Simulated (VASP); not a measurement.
Here is a VASP 6.6.1 calculation.

The input INCAR:

```
  ALGO = Normal
  EDIFF = 1E-6
  EDIFFG = -0.01
  ENCUT = 600
  GGA = PE
  IBRION = 2
  ISIF = 3
  ISMEAR = 0
  LASPH = True
  LCHARG = False
  LREAL = False
  LWAVE = False
  NELM = 80
  NSW = 90
  PREC = Accurate
  SIGMA = 0.03
```

Contents of KPOINTS:

```
k-points
0
Gamma
  10 10 10
```

POSCAR

```
BP
1.0
    0.0000000000      2.2690000000      2.2690000000
    2.2690000000      0.0000000000      2.2690000000
    2.2690000000      2.2690000000      0.0000000000
B P
1 1
Direct
    0.0000000000      0.0000000000      0.0000000000
    0.2500000000      0.2500000000      0.2500000000
```

Potentials or basis: VASP PAW PBE potentials, release 64 (B, P).

Command:

```sh
$ cat potpaw_PBE.64/B/POTCAR potpaw_PBE.64/P/POTCAR > POTCAR
$ mpirun -np 1 vasp_std > vasp.out
```

**Question.** Predict the relaxed volume.

**Answer.** 11.75 Å³/atom.

**Question.** What does it give for the band gap on the k mesh?

**Answer.** 1.25 eV, indirect (least direct gap 3.39 eV).

Final structure:
```yaml
crystal:
  lattice:
    - [0.00000, 2.27313, 2.27313]
    - [2.27313, 0.00000, 2.27313]
    - [2.27313, 2.27313, 0.00000]
  atoms:
    - { symbol: B, position: [0.00000, 0.00000, 0.00000] }
    - { symbol: P, position: [0.25000, 0.25000, 0.25000] }
```

A k mesh can miss the band edges. PBE usually gives volumes a little too large and moduli too small.
